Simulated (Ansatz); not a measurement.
PbS (Galena), 2 atoms in the cell. It takes space group Fm-3m (No. 225, cubic). Conventional cell: a = 5.931 Å, b = 5.931 Å, c = 5.931 Å, α = 90.00°, β = 90.00°, γ = 90.00°. Around Pb (site symmetry m-3m) lie 6 S at 2.97 Å. S (site symmetry m-3m) has 6 Pb at 2.97 Å as nearest neighbours. 

- Program: Ansatz 0.2.0
- Task: single point
- Functional: PBE
- Potentials or basis: all-electron LAPW, scalar-relativistic
- Cutoff: 178 eV (chosen from the basis error)
- Basis error allowed: 0.001 eV/atom
- k mesh: 8 × 8 × 8
- Occupations: gaussian, width 0.022 eV
- Spin: no spin polarisation

Potentials or basis: all-electron LAPW, scalar-relativistic.

Launch:

```sh
$ ansatz run input.yaml --threads 1 --pin off --max-ram 3072MiB --backend cpu --events-out ev --progress --plain --runs-dir out
```

Hardware: 1 thread of Arm Neoverse V2 (shared host).

Problem. Estimate the wall time of this run.

Solution. Run time: 7 s on 1 thread of Arm Neoverse V2 (shared host), peak memory 0.28 GiB. Counts: scf iterations 8, plane waves 283, k points 29, bands 30.
